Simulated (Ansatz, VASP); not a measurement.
## One calculation of Cu3O, two programs

```
Cu O
1.0
     0.00000    2.83944    2.83944
     2.83944    0.00000    2.83944
     2.83944    2.83944    0.00000
Cu O
3 1
Direct
  0.25000 0.25000 0.25000
  0.75000 0.75000 0.75000
  0.50000 0.50000 0.50000
  0.00000 0.00000 0.00000
```

Change from the starting cell: species swapped into the NaHg3 type (Fm-3m, No. 225).

Alike in both runs: task single point; functional PBE; k mesh 6 × 6 × 6; occupations gaussian, width 0.1 eV; collinear spin.

|  | VASP | Ansatz |
| --- | --- | --- |
| version | VASP 6.6.1 | Ansatz 0.2.0 |
| potentials or method | VASP PAW PBE potentials, release 64 (Cu, O) | scalar-relativistic, plane waves, PAW |
| plane-wave cutoff (eV) | 520 | 420 |
| valence electrons in the cell | 39 | 63 |

|  | VASP | Ansatz | Ansatz less VASP |
| --- | --- | --- | --- |
| gap on the k mesh at the Fermi level (eV) | none | none | - |
| pressure (GPa) | -2.9 | -3.1 | -0.20 |
| net moment per atom (μB) | 0.00 | 0.00 | 0.000 |

A gap of «none» marks a metal or a gap that the smearing closes. The two sets of potentials don't hold the same shells in valence. Ansatz warned: «seeded_moment_not_kept».

Caveats: semilocal functionals often make such compounds metallic where correlation or magnetic order opens a gap, which also shifts bond lengths.
